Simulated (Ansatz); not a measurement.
Runs of Ansatz 0.2.0 on Ge. The typed cell holds 1 atom: a = 2.981 Å, b = 2.963 Å, c = 2.914 Å, α = 61.22°, β = 60.32°, γ = 60.50°. This isn't the form of Ge at room conditions, which is diamond.

```csv
level,cutoff (eV),gap on the mesh (eV),pressure (GPa)
r2SCAN,500,none,4.6
PBE0,420,none,3.5
r2SCAN0,500,none,3.7
LDA,420,none,(a)
PBEsol,420,none,(b)
```

Alike in all rows: task projected density of states; potentials or basis Ansatz PAW; no spin polarisation; cell sheared at random, sigma 0.01, atoms nudged by 0.01 Å; k mesh 6 × 6 × 6; smearing fermi-dirac 0.05 eV; the mesh is coarse, so values aren't converged.

Estimate the missing entries.

(a) 0.8; (b) 2.3.

Caveats: all runs use coarse meshes; the PAW data sets come from PBE, with cores solved anew for the run's functional, which leaves a small shift of forces and pressure; the density of states is complete only up to the lowest level of the last band computed; the thresholds are loose for stress (some runs).

A k mesh can miss the band edges, and the runs leave out spin-orbit coupling on Ge.

A gap of «none» marks a metal or a gap under the smearing width.
